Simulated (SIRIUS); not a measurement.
BAs: single point with LDA

**What was measured.**

From “Basic Physical Properties of Cubic Boron Arsenide”, 2019, arxiv:1911.11281, for a bulk crystal of BAs at 300 K: band gap 1.82 eV (optical).

The system is BAs.

```
CELL_PARAMETERS angstrom
0.00000 2.38850 2.38850
2.38850 0.00000 2.38850
2.38850 2.38850 0.00000
ATOMIC_POSITIONS crystal
As 0.75000 0.75000 0.75000
B 0.00000 0.00000 0.00000
```

| Quantity | Value |
| --- | --- |
| Program | SIRIUS 7.12.0 |
| Task | single point |
| Functional | LDA |
| Potentials or basis | PseudoDojo 0.4.1 PBE standard (scalar relativistic) |
| Cutoff | 1152 eV |
| Density cutoff | 4606 eV |
| k mesh | 10 × 10 × 10 |
| Occupations | fermi-dirac, width 0.05 eV |
| Spin | no spin polarisation |
| Libxc names | ["XC_LDA_X", "XC_LDA_C_PW"] |
| Energy tol | 1e-08 Ha |
| Density tol | 1e-06 |
| Mixer | anderson |
| Mixing beta | 0.7 |
| Max scf | 100 |
| Radial cutoff for the potentials' integrals | 6.5 bohr |

```
Pressure               : -3.0 GPa
Band gap on the k mesh : 1.12 eV
```

It took 19 s on 1 thread of Intel(R) Xeon(R) 6975P-C (Granite Rapids), on a shared host, peak memory 0.27 GiB.

Against the measured gap of BAs, 1.82 eV (optical; 300 K; “Basic Physical Properties of Cubic Boron Arsenide”, 2019, arxiv:1911.11281), the calculated 1.12 eV is off by -0.70 eV. Spin-orbit coupling on As is left out. The value is that of LDA on a finite k mesh, which can miss the band edges, without temperature or zero-point motion. Semilocal functionals fall short of measured gaps as a rule.

Caveat: the potentials were made for another functional, which shifts forces and pressure.
